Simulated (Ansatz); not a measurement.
Crystal: SiC.

```xyz
8
Lattice="3.0757 0.0000 0.0000 -1.5378 2.6636 0.0000 0.0000 0.0000 10.0706" Properties=species:S:1:pos:R:3 pbc="T T T"
Si    0.0000    0.0000    1.8922
Si    0.0000    0.0000    6.9275
Si    0.0000    1.7758    4.4094
Si    1.5378    0.8879    9.4447
C     0.0000    0.0000    0.0046
C     0.0000    0.0000    5.0400
C     0.0000    1.7758    2.5157
C     1.5378    0.8879    7.5510
```

The cell is a database's computed one.

Base run:

* Program: Ansatz 0.2.0
* Functional: SVWN5
* Potentials or basis: Ansatz PAW
* Cutoff: 420 eV (not typed: the program's choice for these potentials)
* k mesh: 10 × 10 × 3
* Occupations: fermi-dirac, width 0.05 eV
* Spin: no spin polarisation

Its results: band gap on the k mesh 2.18 eV, indirect (least direct gap 3.30 eV); pressure -4.0 GPa; largest force 0.004 eV/Å.

The run is repeated on the same cell with these changes: functional from SVWN5 to BLYP. What comes out?

Band gap on the k mesh 2.53 eV, indirect (least direct gap 3.64 eV); pressure 8.5 GPa; largest force 0.012 eV/Å.

BLYP binds less tightly than SVWN5, so the same cell stands under more pressure.

Caveats: the PAW data sets come from PBE, with cores solved anew for the run's functional, which leaves a small shift of forces and pressure.
